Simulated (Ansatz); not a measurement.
**Formation energy of AlN**

Computed with Ansatz (plane waves, PAW, 420 eV cutoff): PBE, scalar-relativistic, no spin polarisation, 14×14×14 k-mesh, Gaussian smearing of 0.05 eV; PAW files: Ansatz's generated set soft_2.

The chain of runs began from a cell as deposited in COD, expanded in volume.

The structure is cubic, space group Fm-3m (No. 225). The conventional cell has a = 4.071 Å, b = 4.071 Å, c = 4.071 Å, α = 90.00°, β = 90.00°, γ = 90.00°. Around Al (site symmetry m-3m) lie 6 N at 2.04 Å. Around N (site symmetry m-3m) lie 6 Al at 2.04 Å. (Neighbours are counted to 15 % beyond the shortest distance.)

The elements were computed in their standard states (gases as isolated molecules) with the same datasets, cutoff and functional. Total energies depend on the potentials used, so only differences within one code and one set of settings carry meaning.

Energy of the relaxed cell (2 atoms, smearing extrapolated to zero): -923.917 eV. Elements, in eV/atom: Al -537.499, N -384.013.

Task: What is the formation energy?

Result: [-923.917 − (1 × -537.499 + 1 × -384.013)] / 2 = -1.20 eV/atom, or -116 kJ per mole of atoms.

The value is for 0 K, without zero-point energy and without any correction for the binding of gas molecules. The functional's error in the binding of N₂ enters directly. A negative value shows stability against the elements alone, not against other compounds or structures.

Bader charges against formal ones: Al +2.49 (+3), N −2.49 (−3). The cations give up 83 % of the formal charge; Bader charges stay under formal ones because the anions' density reaches into the cations' basins, though a share this high marks a strongly ionic bond.

Formal charges Al³⁺, N³⁻ balance and leave closed shells on every ion, so a band insulator is expected, and the gap is 4.44 eV.

Kohn–Sham gaps of semilocal functionals lie under measured ones, often by a third or more.
